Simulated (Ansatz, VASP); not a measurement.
Rb in VASP and in Ansatz

File INCAR:

```
SYSTEM = Rb
  PREC = Accurate
  ENCUT = 520
  EDIFF = 1E-6
  ISMEAR = -1
  SIGMA = 0.1
  LREAL = .False.
  LASPH = .True.
  NELM = 80
  ALGO = Normal
  ISIF = 2
  LWAVE = .False.
  LCHARG = .False.
  NBANDS = 16
```

KPOINTS

```
regular mesh
0
Gamma
  9 9 5
  0 0 0
```

File POSCAR:

```
Rb
1.0
    4.6216337807      0.0000000000      0.0000000000
   -2.3108168903      4.0024522610      0.0000000000
    0.0000000000      0.0000000000      7.5967497741
Rb
2
Direct
    0.3333333333      0.6666666667      0.2500000000
    0.6666666667      0.3333333333      0.7500000000
```

Input for Ansatz:

```yaml
crystal:
  lattice:
    - [4.6216337807, 0.0, 0.0]
    - [-2.3108168903, 4.002452261, 0.0]
    - [0.0, 0.0, 7.5967497741]
  atoms:
    - { symbol: Rb, position: [0.3333333333, 0.6666666667, 0.25] }
    - { symbol: Rb, position: [0.6666666667, 0.3333333333, 0.75] }
kpoints:
  mp_grid: { grid: [9, 9, 5] }
scf:
  occupations: { method: fermi_dirac, width: 0.1 }
hamiltonian:
  xc: lda
  pseudopotentials: { kind: all_electron, lapw: { basis_error: 0.001 } }
output:
  forces: true
  stress: true
  eigenvalues: true
  populations: true
```

Change from the starting cell: volume scaled by 0.9, LAPW.

Alike in both runs: task single point; functional LDA; k mesh 9 × 9 × 5; occupations fermi-dirac, width 0.1 eV; no spin polarisation.

```csv
,VASP,Ansatz
version,VASP 6.6.1,Ansatz 0.2.0
potentials or method,"VASP PAW LDA potentials, release 64 (Rb_sv)","all-electron LAPW, scalar-relativistic"
plane-wave cutoff (eV),520,see its input
```

|  | VASP | Ansatz | Ansatz less VASP |
| --- | --- | --- | --- |
| pressure (GPa) | 0.4 | 0.4 | 0.00 |

Ansatz ran all-electron here, so the differences hold the error of VASP's frozen core and of both bases.
